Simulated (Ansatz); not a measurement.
# La (bcc type): the cost of one run

Program: Ansatz 0.2.0. Level of theory: DFT PBE, with the methods named in each step. These are calculated values, not measurements.

## 1. The system as given

The structure is cubic, space group Im-3m (No. 229). Conventional cell: a = 4.211 Å, b = 4.211 Å, c = 4.211 Å, α = 90.00°, β = 90.00°, γ = 90.00°. La (site symmetry m-3m) is surrounded by 8 La at 3.65 Å.

Coordinates:

```cif
data_structure
_symmetry_space_group_name_H-M 'P 1'
_symmetry_Int_Tables_number 1
_cell_length_a 3.6465
_cell_length_b 3.6465
_cell_length_c 3.6465
_cell_angle_alpha 109.471
_cell_angle_beta 109.471
_cell_angle_gamma 109.471
_cell_volume 37.33
loop_
_atom_site_label
_atom_site_type_symbol
_atom_site_fract_x
_atom_site_fract_y
_atom_site_fract_z
_atom_site_occupancy
La1 La 0.00000 0.00000 0.00000 1
```

The PAW steps are scalar-relativistic and only prepare the cells; LAPW drops relativity.

## 2. Bcc relaxed, PAW

The input, input.yaml:

```yaml
crystal:
  lattice:
    - [-2.1053153331, 2.1053153331, 2.1053153331]
    - [2.1053153331, -2.1053153331, 2.1053153331]
    - [2.1053153331, 2.1053153331, -2.1053153331]
  atoms:
    - { symbol: La, position: [0.0, 0.0, 0.0] }
kpoints:
  mp_grid: { grid: [14, 14, 14] }
scf:
  occupations: { method: fermi_dirac, width: 0.05 }
hamiltonian:
  xc: pbe
  pseudopotentials: { kind: paw }
output:
  forces: true
  stress: true
relax:
  f_tol: 0.005
  max_steps: 40
  cell: {}
```

Run with:

```sh
$ ansatz run input.yaml --threads 1 --pin off --max-ram 3072MiB --backend cpu --events-out ev --progress --plain --runs-dir out
```

What time and memory should one allow on 1 thread of Intel Xeon Platinum 8488C (Sapphire Rapids), shared host?

About 6.2 s, with a peak of 0.4 GiB.
